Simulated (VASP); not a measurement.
# AlP (F-43m) in VASP: notebook

AlP is run at these levels: PBE+D3(BJ); tasks: single point.

Program: VASP 6.6.1. These are calculated values, not measurements. Logs are shortened: lines on timing, memory, paths and dates and some standing lists are left out, and cuts for length are marked.

**What was measured.**

A printed reference work, data compilation reports, for a bulk crystal of AlP at 4.2 K: band gap 2.505 eV (indirect).

How close the calculation comes is told below.

## Step 1: The cell of the first run

Symmetry: F-43m, No. 216, cubic system. The conventional cell has a = 5.452 Å, b = 5.452 Å, c = 5.452 Å, α = 90.00°, β = 90.00°, γ = 90.00°. Al (site symmetry -43m) has 4 P at 2.36 Å within 3.1 Å. Within 3.1 Å of P (site symmetry -43m) lie 4 Al at 2.36 Å.

## Step 2: Single point, PBE+D3(BJ)

File INCAR:

```
ALGO = Normal
EDIFF = 1E-6
ENCUT = 500
GGA = PE
GGA_COMPAT = False
ISIF = 2
ISMEAR = 0
IVDW = 12
LASPH = True
LCHARG = True
LELF = True
LREAL = False
LVHAR = True
LWAVE = False
NBANDS = 11
NELM = 120
PREC = Accurate
SIGMA = 0.05
```

File KPOINTS:

```
k-points
0
Gamma
  8 8 8
```

File POSCAR:

```
AlP
1.0
    0.0000000000      2.7261573155      2.7261573155
    2.7261573155      0.0000000000      2.7261573155
    2.7261573155      2.7261573155      0.0000000000
Al P
1 1
Direct
    0.0000000000      0.0000000000      0.0000000000
    0.7500000000      0.7500000000      0.7500000000
```

Potentials or basis: VASP PAW PBE potentials, release 64 (Al, P).

Run with:

```console
> cat potpaw_PBE.64/Al/POTCAR potpaw_PBE.64/P/POTCAR > POTCAR
> mpirun -np 1 vasp_std > vasp.out
```

OUTCAR:

```text
EDIFF = 1E-6
   ENCUT = 500
   GGA = PE
   ISIF = 2
   ISMEAR = 0
   IVDW = 12
   LASPH = True
   LREAL = False
   NELM = 120
   PREC = Accurate
 IVDW          = 12

 ion  position               nearest neighbor table
   1  0.000  0.000  0.000-   2 2.36   2 2.36   2 2.36   2 2.36
   2  0.750  0.750  0.750-   1 2.36   1 2.36   1 2.36   1 2.36

  LATTYP: Found a face centered cubic cell.
 ALAT       =     5.4523146310

  Lattice vectors:

 A1 = (   0.0000000000,   2.7261573155,   2.7261573155)
 A2 = (   2.7261573155,   0.0000000000,   2.7261573155)
 A3 = (   2.7261573155,   2.7261573155,   0.0000000000)

Analysis of symmetry for initial positions (statically):
=====================================================================
 Subroutine PRICEL returns:
 Original cell was already a primitive cell.

 Routine SETGRP: Setting up the symmetry group for a
 face centered cubic supercell.

 Subroutine GETGRP returns: Found 24 space group operations
 (whereof 24 operations were pure point group operations)
 out of a pool of 48 trial point group operations.

The static configuration has the point symmetry T_d .

Analysis of symmetry for dynamics (positions and initial velocities):
=====================================================================
 Subroutine PRICEL returns:
 Original cell was already a primitive cell.

 Routine SETGRP: Setting up the symmetry group for a
 face centered cubic supercell.

 Subroutine GETGRP returns: Found 24 space group operations
 (whereof 24 operations were pure point group operations)
 out of a pool of 48 trial point group operations.

The dynamic configuration has the point symmetry T_d .

 Subroutine INISYM returns: Found 24 space group operations
 (whereof 24 operations are pure point group operations),
 and found     1 'primitive' translations

----------------------------------------------------------------------------------------

                                     Primitive cell

  volume of cell :      40.5212

  direct lattice vectors                    reciprocal lattice vectors
     0.000000000  2.726157316  2.726157316    -0.183408344  0.183408344  0.183408344
     2.726157316  0.000000000  2.726157316     0.183408344 -0.183408344  0.183408344
     2.726157316  2.726157316  0.000000000     0.183408344  0.183408344 -0.183408344

  length of vectors
     3.855368649  3.855368649  3.855368649     0.317672571  0.317672571  0.317672571

  position of ions in fractional coordinates (direct lattice)
     0.000000000  0.000000000  0.000000000
     0.750000000  0.750000000  0.750000000

  ion indices of the primitive-cell ions
   primitive index   ion index
                 1           1
                 2           2

----------------------------------------------------------------------------------------

 KPOINTS: k-points

Automatic generation of k-mesh.
 Grid dimensions read from file:
 generate k-points for:    8    8    8

 Generating k-lattice:

  Cartesian coordinates                     Fractional coordinates (reciprocal lattice)
    -0.022926043  0.022926043  0.022926043     0.125000000  0.000000000  0.000000000
     0.022926043 -0.022926043  0.022926043     0.000000000  0.125000000  0.000000000
     0.022926043  0.022926043 -0.022926043     0.000000000  0.000000000  0.125000000

  Length of vectors
     0.039709071  0.039709071  0.039709071

  Shift w.r.t. Gamma in fractional coordinates (k-lattice)
     0.000000000  0.000000000  0.000000000

 Subroutine IBZKPT returns following result:
 ===========================================

 Found     29 irreducible k-points:

 Following reciprocal coordinates:
            Coordinates               Weight
  0.000000  0.000000  0.000000      1.000000
  0.125000  0.000000  0.000000      8.000000
  0.250000  0.000000  0.000000      8.000000
  0.375000  0.000000  0.000000      8.000000
  0.500000  0.000000  0.000000      4.000000
  0.125000  0.125000  0.000000      6.000000
[... 16 lines left out ...]
  0.500000  0.250000  0.125000     48.000000
 -0.375000  0.250000  0.125000     24.000000
 [... further k-points ...]
   k-points           NKPTS =     29   k-points in BZ     NKDIM =     29   number of bands    NBANDS=     11
   number of dos      NEDOS =    301   number of ions     NIONS =      2
   total plane-waves  NPLWV =  21952
   dimension x,y,z NGX =    28 NGY =   28 NGZ =   28
   dimension x,y,z NGXF=    56 NGYF=   56 NGZF=   56
   ions per type =               1   1
   NGX,Y,Z   is equivalent  to a cutoff of  12.07, 12.07, 12.07 a.u.
   NGXF,Y,Z  is equivalent  to a cutoff of  24.15, 24.15, 24.15 a.u.
 SYSTEM =  unknown system
   PREC   = accura    normal or accurate (medium, high low for compatibility)
   ISTART =      0    job   : 0-new  1-cont  2-samecut
   ICHARG =      2    charge: 1-file 2-atom 10-const
   ISPIN  =      1    spin polarized calculation?
   LNONCOLLINEAR =      F non collinear calculations
   LSORBIT =      F    spin-orbit coupling
   LASPH  =      T    aspherical Exc in radial PAW
   ENCUT  =  500.0 eV  36.75 Ry    6.06 a.u.   7.03  7.03  7.03*2*pi/ulx,y,z
   NELM   =    120;   NELMIN=  2; NELMDL= -5     # of ELM steps
   EDIFF  = 0.1E-05   stopping-criterion for ELM
   LREAL  =      F    real-space projection
   EDIFFG = 0.1E-04   stopping-criterion for IOM
   NSW    =      0    number of steps for IOM
   IBRION =     -1    ionic relax: 0-MD 1-quasi-New 2-CG
   NFREE  =      0    steps in history (QN), initial steepest desc. (CG)
   ISIF   =      2    stress and relaxation
   ISYM   =      2    0-nonsym 1-usesym 2-fastsym
   POTIM  = 0.5000    time-step for ionic-motion
   TEBEG  =    0.0;   TEEND  =   0.0 temperature during run
   PSTRESS=    0.0 pullay stress
   NELECT =       8.0000    total number of electrons
   NUPDOWN=      -1.0000    fix difference up-down
   EMIN   =  10.00;   EMAX   =-10.00  energy-range for DOS
   EFERMI =   0.00;   METHOD = LEGACY
   ISMEAR =     0;   SIGMA  =   0.05  broadening in eV -4-tet -1-fermi 0-gaus
   EFERMI_NEDOS =   21; number of points for ismear=-14 and -15
   IALGO  =     38    algorithm
   IMIX   =      4    mixing-type and parameters
     AMIX     =   0.40;   BMIX     =  1.00
     AMIX_MAG =   1.60;   BMIX_MAG =  1.00
  volume/ion in A,a.u.               =      20.26       136.73
  Fermi-wavevector in a.u.,A,eV,Ry     =   0.953258  1.801397 12.363632  0.908701
  Thomas-Fermi vector in A             =   2.081897
   LORBIT       =      0    0 simple, 1 ext, 2 COOP (PROOUT), +10 PAW based schemes
   GGA     = PE    functional components
   LHFCALC =     F    Hartree Fock is set to
   AEXX    =    0.0000 exact exchange contribution
   IVDW    =    12    specifies the selected vdW correction
   LEPSILON=     F    determine dielectric tensor
   LRPA    =     F    only Hartree local field effects (RPA)
 non-spin polarized calculation
 Gauss-broadening in eV      SIGMA  =   0.05
  energy-cutoff  :      500.00
  volume of cell :       40.52
 maximum number of plane-waves:      1056
   NGX = 13   NGY = 13   NGZ = 13

 number of electron       8.0000000 magnetization

 Free energy of the ion-electron system (eV)
  ---------------------------------------------------
  ext. energy  EPLUGINS =         0.00000000
  ---------------------------------------------------
  free energy    TOTEN  =       -10.36725232 eV

  energy without entropy =      -10.36725232  energy(sigma->0) =      -10.36725232

 E-fermi :   4.8757     XC(G=0):  -9.2253

 val. band max:        4.6192460355   @ k =   0.0000   0.0000   0.0000
 cond. band min:       6.1901569010   @ k =   0.5000   0.5000   0.0000
 fundamental gap:      1.5709108655
 Fermi energy:         4.8757304973

 k-point     1 :       0.0000    0.0000    0.0000
  band No.  band energies     occupation
      1      -6.9104      2.00000
      2       4.6192      2.00000
      3       4.6192      2.00000
      4       4.6192      2.00000
      5       7.9614      0.00000
      6       9.1868      0.00000
      7       9.1868      0.00000
      8       9.1868      0.00000
      9      13.4589      0.00000
     10      13.4589      0.00000
     11      14.9400      0.00000

 k-point     2 :       0.1250    0.0000    0.0000
  band No.  band energies     occupation
      1      -6.7373      2.00000
      2       3.3952      2.00000
      3       4.4704      2.00000
      4       4.4704      2.00000
      5       8.3585      0.00000
      6       9.4714      0.00000
      7       9.4714      0.00000
      8       9.7309      0.00000
      9      12.9693      0.00000
     10      12.9693      0.00000
     11      15.5713      0.00000

 k-point     3 :       0.2500    0.0000    0.0000
  band No.  band energies     occupation
      1      -6.2496      2.00000
      2       1.4386      2.00000
      3       4.1751      2.00000
      4       4.1751      2.00000
      5       7.9652      0.00000
      6       9.7763      0.00000
      7       9.7763      0.00000
      8      11.5839      0.00000
      9      12.9502      0.00000
     10      12.9502      0.00000
     11      15.0134      0.00000

 k-point     4 :       0.3750    0.0000    0.0000
  band No.  band energies     occupation
      1      -5.5935      2.00000
      2      -0.2108      2.00000
      3       3.9390      2.00000
      4       3.9390      2.00000
      5       7.5867      0.00000
      6       9.5840      0.00000
      7       9.5840      0.00000
      8      12.8083      0.00000
      9      14.3498      0.00000
     10      14.3498      0.00000
     11      15.2969      0.00000
[... 239 lines left out ...]
 k-point    22 :       0.3750    0.2500    0.1250
  band No.  band energies     occupation
      1      -5.8366      2.00000
      2       1.1162      2.00000
      3       2.7159      2.00000
      4       3.7025      2.00000
      5       8.4803      0.00000
      6       9.4703      0.00000
      7      10.0731      0.00000
      8      11.4497      0.00000
      9      12.9915      0.00000
     10      15.4419      0.00000
     11      17.5764      0.00000

 k-point    23 :       0.5000    0.2500    0.1250
  band No.  band energies     occupation
      1      -5.2355      2.00000
      2      -0.0015      2.00000
      3       2.1496      2.00000
      4       3.3173      2.00000
      5       8.5798      0.00000
      6       9.4284      0.00000
      7      10.6739      0.00000
      8      11.7459      0.00000
      9      14.1265      0.00000
     10      15.9963      0.00000
     11      17.4760      0.00000

 k-point    24 :      -0.3750    0.2500    0.1250
  band No.  band energies     occupation
      1      -4.9059      2.00000
      2      -0.5652      2.00000
      3       2.0155      2.00000
      4       3.1290      2.00000
      5       8.5758      0.00000
      6       9.1627      0.00000
      7      11.5273      0.00000
      8      12.3433      0.00000
      9      13.6436      0.00000
     10      16.1092      0.00000
     11      17.3914      0.00000

 [... further k-points ...]

------------------------ aborting loop because EDIFF is reached ----------------------------------------

 Edisp (eV)   -0.61898

 E8    (eV) :    -0.2562

  FORCE on cell =-STRESS in cart. coord.  units (eV):
  Direction    XX          YY          ZZ          XY          YZ          ZX
  --------------------------------------------------------------------------------------
  -------------------------------------------------------------------------------------
  Total      -0.02532    -0.02532    -0.02532     0.00000     0.00000     0.00000
  in kB      -1.00097    -1.00097    -1.00097     0.00000     0.00000     0.00000
  external pressure =       -1.00 kB  Pullay stress =        0.00 kB

 VOLUME and BASIS-vectors are now :
 -----------------------------------------------------------------------------
  energy-cutoff  :      500.00
  volume of cell :       40.52
      direct lattice vectors                 reciprocal lattice vectors
     0.000000000  2.726157316  2.726157316    -0.183408344  0.183408344  0.183408344
     2.726157316  0.000000000  2.726157316     0.183408344 -0.183408344  0.183408344
     2.726157316  2.726157316  0.000000000     0.183408344  0.183408344 -0.183408344

 POSITION                                       TOTAL-FORCE (eV/Angst)
 -----------------------------------------------------------------------------------
      0.00000      0.00000      0.00000         0.000000      0.000000     -0.000000
      4.08924      4.08924      4.08924        -0.000000     -0.000000      0.000000
 -----------------------------------------------------------------------------------
    total drift:                                0.000000      0.000000      0.000000

  FREE ENERGIE OF THE ION-ELECTRON SYSTEM (eV)
  ---------------------------------------------------
  free  energy   TOTEN  =       -10.9862291720 eV

  energy  without entropy=      -10.9862291720  energy(sigma->0) =      -10.98622917
```

It took 16 s on 1 thread of Intel Xeon 8259CL, shared host; peak memory 0.16 GiB.

Results:

```
Free energy                : -10.9862 eV
Pressure                   : -0.1 GPa
Band gap on the k mesh     : 1.57 eV, indirect (least direct gap 3.34 eV)
Dispersion energy per atom : -0.309 eV
```

Levels at points of the mesh, in eV from the valence-band top:
| k point | band 1 | band 2 | band 3 | band 4 | band 5 | band 6 | band 7 | band 8 |
| --- | --- | --- | --- | --- | --- | --- | --- | --- |
| (0.00, 0.00, 0.00) | -11.53 | 0.00 | 0.00 | 0.00 | 3.34 | 4.57 | 4.57 | 4.57 |
| (0.50, 0.00, 0.00) | -9.84 | -5.55 | -0.77 | -0.77 | 2.83 | 4.82 | 4.82 | 8.29 |
| (0.50, 0.50, 0.00) | -9.17 | -5.32 | -2.11 | -2.11 | 1.57 | 2.47 | 11.11 | 11.11 |

## Step 3: Single point, PBE+D3(BJ) (volume scaled by 0.98)

File INCAR:

```
PREC = Accurate
ENCUT = 500
EDIFF = 1E-6
ISMEAR = 0
SIGMA = 0.05
LREAL = F
LASPH = T
NELM = 120
ALGO = Normal
ISIF = 2
LWAVE = F
LCHARG = F
GGA = PE
IVDW = 12
NBANDS = 11
GGA_COMPAT = F
```

File KPOINTS:

```
Automatic mesh
0
Gamma
  8 8 8
```

File POSCAR:

```
AlP
1.0
    0.0000000000      2.7078604064      2.7078604064
    2.7078604064      0.0000000000      2.7078604064
    2.7078604064      2.7078604064      0.0000000000
Al P
1 1
Direct
    0.0000000000      0.0000000000      0.0000000000
    0.7500000000      0.7500000000      0.7500000000
```

Potentials or basis: VASP PAW PBE potentials, release 64 (Al, P).

Run with:

```console
> cat potpaw_PBE.64/Al/POTCAR potpaw_PBE.64/P/POTCAR > POTCAR
> mpirun -np 1 vasp_std > vasp.out
```

It took 16 s on 1 thread of Intel Xeon 8259CL, shared host; peak memory 0.16 GiB.

It converged, with:

- Free energy: -10.9820 eV
- Pressure: 1.8 GPa
- Band gap on the k mesh: 1.53 eV, indirect (least direct gap 3.52 eV)
- Dispersion energy per atom: -0.316 eV

Levels at points of the mesh, in eV from the valence-band top:
```csv
k point,band 1,band 2,band 3,band 4,band 5,band 6,band 7,band 8
"(0.00, 0.00, 0.00)",-11.65,0.00,0.00,0.00,3.52,4.60,4.60,4.60
"(0.50, 0.00, 0.00)",-9.91,-5.64,-0.78,-0.78,2.91,4.83,4.83,8.34
"(0.50, 0.50, 0.00)",-9.22,-5.39,-2.15,-2.15,1.53,2.46,11.28,11.28
```

(Part 1 of 2 ends here.)
